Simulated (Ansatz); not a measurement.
**Si: changing the functional**

Symmetry: P6_3/mmc, No. 194, hexagonal system. Conventional cell: a = 3.831 Å, b = 3.831 Å, c = 6.333 Å, α = 90.00°, β = 90.00°, γ = 120.00°. Around Si (site symmetry 3m) lie 4 Si at 2.35 to 2.37 Å.

This isn't the form of Si at room conditions, which is diamond.

Kept alike: task equation of state; k mesh 8 × 8 × 4; occupations fermi-dirac, width 0.05 eV; no spin polarisation. Program: Ansatz, Ansatz PAW. Cutoffs run from 420 to 500 eV. The mesh is that of the run's cell of 4 atoms. No spin-orbit coupling.

| run | volume (Å³/atom) | bulk modulus (GPa) |
| --- | --- | --- |
| A | 20.033 | 93.8 |
| B | 19.685 | 96.5 |
| C | 20.165 | 96.8 |

Volume and modulus come from cells scaled at fixed shape and fractions; off cubic symmetry such a modulus can lie above the relaxed one. All rows use potentials made for PBE.

The runs differ in the functional (and the cutoff that goes with it) alone: LDA; PBEsol; r2SCAN. Which run is which?

Run A is PBEsol; run B is LDA; run C is r2SCAN. The volume runs from 19.685 (LDA) to 20.165 Å³/atom (r2SCAN). The bulk modulus runs from 93.8 (PBEsol) to 96.8 GPa (r2SCAN).
